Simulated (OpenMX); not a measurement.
# Hf under changes of volume

One of the cells (22.380 Å³/atom); the others are scaled copies at fixed shape and fractional positions:

```
Hf
1.0
     3.19670    0.00000    0.00000
    -1.59835    2.76842    0.00000
     0.00000    0.00000    5.05780
Hf
2
Direct
  0.66667 0.33333 0.75000
  0.33333 0.66667 0.25000
```

```yaml
Program: OpenMX 3.8.5
Functional: PBE
Potentials_or_basis: OpenMX 2013 PBE set, Hf7.0-s3p2d2, fixed grid of 32 × 32 × 60 points
k_mesh: 11 × 11 × 5
Occupations: fermi-dirac, width 0.05 eV
Spin: no spin polarisation
```

| volume (Å³/atom) | energy over the lowest point (meV/atom) | largest force (eV/Å) |
| --- | --- | --- |
| 21.037 | ? | ? |
| 21.485 | 18.28 | 0.012 |
| 21.933 | 5.59 | 0.011 |
| 22.380 | 0.00 | 0.009 |
| 22.828 | 0.91 | 0.008 |
| 23.276 | 7.65 | 0.007 |
| 23.723 | 19.84 | 0.006 |

Question: What does the run at 21.037 Å³/atom give?

Answer: Energy over the lowest point 38.51 meV/atom; largest force 0.014 eV/Å.

Worked out: A Birch-Murnaghan fit of order 3 (a polynomial in V^(-2/3)) to the other rows has its minimum at 22.54 Å³/atom with B0 = V·E''(V) = 113 GPa and B' = 3.6 at fixed shape and positions, which overstates the stiffness. It gives 38.74 meV/atom at 21.037 Å³/atom, against the run's 38.51.

Energies are extrapolated to zero smearing.

Caveats: the basis of atomic orbitals isn't converged, which shifts pressures, moduli and gaps.
